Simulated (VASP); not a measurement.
# Ta (Im-3m) in VASP: settings compared, part 2 of 2

VASP 6.6.1. Earlier steps stand in the parts before.

## 3. Relaxation of cell and atoms, r2SCAN

This run uses another cell than the first one, of 18.14 Å³/atom, 1.007 times its volume.

INCAR

```
SYSTEM = Ta
PREC = Accurate ; ENCUT = 600
EDIFF = 1E-7 ; ISMEAR = 1
SIGMA = 0.1 ; LREAL = .False.
LASPH = .True. ; NELM = 80
ALGO = Normal ; ISIF = 3
LWAVE = .False. ; LCHARG = .False.
METAGGA = R2SCAN ; LMIXTAU = .True.
IBRION = 2 ; NSW = 90
EDIFFG = -0.005
```

KPOINTS

```
Automatic mesh
0
Gamma
  16 16 16
  0 0 0
```

POSCAR

```
Ta                                      
1.0
   -1.6552091830      1.6552091830      1.6552091830
    1.6552091830     -1.6552091830      1.6552091830
    1.6552091830      1.6552091830     -1.6552091830
  Ta            
     1
Direct
     0.0000000000000000    0.0000000000000000    0.0000000000000000
```

Potentials or basis: VASP PAW PBE potentials, release 64 (Ta_pv).

Launch:

```bash
$ cat potpaw_PBE.64/Ta_pv/POTCAR > POTCAR
$ mpirun -np 1 vasp_std > vasp.out
```

It took 93 s on 1 thread of Intel Xeon Platinum 8488C (Sapphire Rapids), shared host; peak memory 0.17 GiB.

The run converged. Its results:

* Free energy: -48.5773 eV
* Pressure after relaxing: 0.0 GPa
* Band gap on the k mesh: none (metal or under the smearing width)

Final structure:
```
Ta
1.0
    -1.65521    1.65521    1.65521
     1.65521   -1.65521    1.65521
     1.65521    1.65521   -1.65521
Ta
1
Direct
  0.00000 0.00000 0.00000
```

Levels at points of the mesh, in eV from the Fermi level:
| k point | band 1 | band 2 | band 3 | band 4 | band 5 | band 6 | band 7 | band 8 | band 9 |
| --- | --- | --- | --- | --- | --- | --- | --- | --- | --- |
| (0.00, 0.00, 0.00) | -34.24 | -34.24 | -34.24 | -8.28 | 0.86 | 0.86 | 0.86 | 4.32 | 4.32 |
| (0.50, 0.00, 0.00) | -35.44 | -34.62 | -34.25 | -4.50 | -1.52 | 1.46 | 4.19 | 5.25 | 8.04 |
| (0.50, 0.50, 0.50) | -35.07 | -35.07 | -35.07 | -3.88 | -3.88 | 7.07 | 7.07 | 7.07 | 8.97 |

Caveat: the relaxation stopped at its first step, so nothing moved; the PAW data sets were made with another functional, which shifts forces and pressure a little.

## 4. Relaxation of cell and atoms, PBE

INCAR

```
SYSTEM = Ta
PREC = Accurate
ENCUT = 600
EDIFF = 1E-6
ISMEAR = 1
SIGMA = 0.1
LREAL = .FALSE.
LASPH = .TRUE.
NELM = 80
ALGO = Normal
ISIF = 3
LWAVE = .FALSE.
LCHARG = .FALSE.
GGA = PE
IBRION = 2
NSW = 90
EDIFFG = -0.01
```

KPOINTS

```
Automatic mesh
0
G
  16 16 16
  0 0 0
```

POSCAR

```
Ta
1.0
   -1.6512800000      1.6512800000      1.6512800000
    1.6512800000     -1.6512800000      1.6512800000
    1.6512800000      1.6512800000     -1.6512800000
Ta
1
Direct
    0.0000000000      0.0000000000      0.0000000000
```

Launch:

```bash
$ cat potpaw_PBE.64/Ta_pv/POTCAR > POTCAR
$ mpirun -np 1 vasp_std > vasp.out
```

It took 32 s on 1 thread of AMD EPYC 9R14 (Zen 4), shared host; peak memory 0.14 GiB.

It converged, with:

```
Free energy                            : -11.8092 eV
Relaxed volume                         : 18.32 Å³/atom
Relaxed cell                           : a = 2.876 Å, b = 2.876 Å, c = 2.876 Å, α = 109.47°, β = 109.47°, γ = 109.47°
Space group after relaxing (to 0.05 Å) : Im-3m (No. 229)
Energy gained by relaxing              : 3.2 meV/atom
Ionic steps                            : 3
Pressure after relaxing                : 0.0 GPa
Band gap on the k mesh                 : none (metal or under the smearing width)
```

Step by step:
```
step  energy change (eV)  largest force (eV/Å)  pressure (GPa)  volume (Å³)
   1              0.0000                0.0000            3.41        18.01
   2              0.0125                0.0000           -6.87        19.03
   3             -0.0032                0.0000           -0.02        18.32
```

Final structure:
```cif
data_structure
_symmetry_space_group_name_H-M 'P 1'
_symmetry_Int_Tables_number 1
_cell_length_a 2.8765
_cell_length_b 2.8765
_cell_length_c 2.8765
_cell_angle_alpha 109.471
_cell_angle_beta 109.471
_cell_angle_gamma 109.471
_cell_volume 18.32
loop_
_atom_site_label
_atom_site_type_symbol
_atom_site_fract_x
_atom_site_fract_y
_atom_site_fract_z
_atom_site_occupancy
Ta1 Ta 0.00000 0.00000 0.00000 1
```

Levels at points of the mesh, in eV from the Fermi level:
| k point | band 2 | band 3 | band 4 | band 5 | band 6 | band 7 | band 8 | band 9 |
| --- | --- | --- | --- | --- | --- | --- | --- | --- |
| (0.00, 0.00, 0.00) | -33.13 | -33.13 | -7.83 | 0.75 | 0.75 | 0.75 | 3.97 | 3.97 |
| (0.50, 0.00, 0.00) | -33.49 | -33.13 | -4.28 | -1.47 | 1.53 | 3.84 | 4.84 | 7.65 |
| (0.50, 0.50, 0.50) | -33.90 | -33.90 | -3.68 | -3.68 | 6.71 | 6.71 | 6.71 | 8.52 |

The run has no spin-orbit coupling, so splittings on Ta are missing. PBE usually gives volumes a little too large and moduli too small.

## 5. Relaxation of cell and atoms, PBE

This run uses another cell than the first one, of 18.32 Å³/atom, 1.017 times its volume.

INCAR: that of step 4 with these lines changed.

```diff
@@ -3,3 +3,3 @@
 ENCUT = 600
-EDIFF = 1E-6
+EDIFF = 1E-7
 ISMEAR = 1
@@ -16,2 +16,2 @@
 NSW = 90
-EDIFFG = -0.01
+EDIFFG = -0.005
```

KPOINTS is that of step 4.

POSCAR

```
Ta                                      
1.0
   -1.6607226834      1.6607226834      1.6607226834
    1.6607226834     -1.6607226834      1.6607226834
    1.6607226834      1.6607226834     -1.6607226834
  Ta            
     1
Direct
     0.0000000000000000    0.0000000000000000    0.0000000000000000
```

Potentials or basis: VASP PAW PBE potentials, release 64 (Ta_pv).

Launch:

```bash
$ cat potpaw_PBE.64/Ta_pv/POTCAR > POTCAR
$ mpirun -np 1 vasp_std > vasp.out
```

OUTCAR:

```text
SYSTEM = Ta
   PREC = Accurate
   ENCUT = 600
   EDIFF = 1E-7
   ISMEAR = 1
   LREAL = .FALSE.
   LASPH = .TRUE.
   NELM = 80
   ISIF = 3
   GGA = PE
   IBRION = 2
   NSW = 90
   EDIFFG = -0.005

 ion  position               nearest neighbor table
   1  0.000  0.000  0.000-

  LATTYP: Found a body centered cubic cell.
 ALAT       =     3.3214453668

  Lattice vectors:

 A1 = (  -1.6607226834,   1.6607226834,   1.6607226834)
 A2 = (   1.6607226834,  -1.6607226834,   1.6607226834)
 A3 = (   1.6607226834,   1.6607226834,  -1.6607226834)

Analysis of symmetry for initial positions (statically):
=====================================================================
 Subroutine PRICEL returns:
 Original cell was already a primitive cell.

 Routine SETGRP: Setting up the symmetry group for a
 body centered cubic supercell.

 Subroutine GETGRP returns: Found 48 space group operations
 (whereof 48 operations were pure point group operations)
 out of a pool of 48 trial point group operations.

The static configuration has the point symmetry O_h .

Analysis of symmetry for dynamics (positions and initial velocities):
[... 167 lines left out ...]
  band No.  band energies     occupation
      1     -27.7980      2.00000
      2     -27.7980      2.00000
      3     -27.7980      2.00000
      4      -2.5013      2.00000
      5       6.0790     -0.00000
      6       6.0790     -0.00000
      7       6.0790     -0.00000
      8       9.2925      0.00000
      9       9.2925      0.00000
[... 265 lines left out ...]
 k-point    24 :       0.2500    0.1875    0.0000
  band No.  band energies     occupation
      1     -28.6707      2.00000
      2     -28.1595      2.00000
      3     -27.8936      2.00000
      4       1.6795      2.00000
      5       4.1265      2.00000
      6       4.7525      2.00000
      7       8.6489      0.00000
      8      10.1065      0.00000
      9      11.9518      0.00000

 [... further k-points ...]

------------------------ aborting loop because EDIFF is reached ----------------------------------------

  FORCE on cell =-STRESS in cart. coord.  units (eV):
  Direction    XX          YY          ZZ          XY          YZ          ZX
  --------------------------------------------------------------------------------------
  -------------------------------------------------------------------------------------
  Total       -0.0032368     -0.0032368     -0.0032368     -0.0000000     -0.0000000      0.0000000
  in kB       -0.2830572     -0.2830572     -0.2830572     -0.0000000     -0.0000000      0.0000000
  external PRESSURE =      -0.2830572 kB  Pullay stress =       0.0000000 kB

 VOLUME and BASIS-vectors are now :
 -----------------------------------------------------------------------------
  energy-cutoff  :      600.00
  volume of cell :       18.32
      direct lattice vectors                 reciprocal lattice vectors
    -1.660722683  1.660722683  1.660722683     0.000000000  0.301073746  0.301073746
     1.660722683 -1.660722683  1.660722683     0.301073746  0.000000000  0.301073746
     1.660722683  1.660722683 -1.660722683     0.301073746  0.301073746  0.000000000

 POSITION                                       TOTAL-FORCE (eV/Angst)
 -----------------------------------------------------------------------------------
      0.00000      0.00000      0.00000         0.000000      0.000000     -0.000000
 -----------------------------------------------------------------------------------
    total drift:                               -0.000000      0.000000      0.000000

  FREE ENERGIE OF THE ION-ELECTRON SYSTEM (eV)
  ---------------------------------------------------
  free  energy   TOTEN  =       -11.8092682708 eV

  energy  without entropy=      -11.8089938523  energy(sigma->0) =      -11.80917680

 reached required accuracy - stopping structural energy minimisation
```

Wall time 15 s (1 thread of AMD EPYC 9R14 (Zen 4), shared host); peak memory 0.13 GiB.

What came out:

* Free energy: -11.8093 eV
* Pressure after relaxing: 0.0 GPa
* Band gap on the k mesh: none (metal or under the smearing width)

Final structure:
```
Ta
1.0
    -1.66072    1.66072    1.66072
     1.66072   -1.66072    1.66072
     1.66072    1.66072   -1.66072
Ta
1
Direct
  0.00000 0.00000 0.00000
```

Caveat: the relaxation stopped at its first step, so nothing moved.
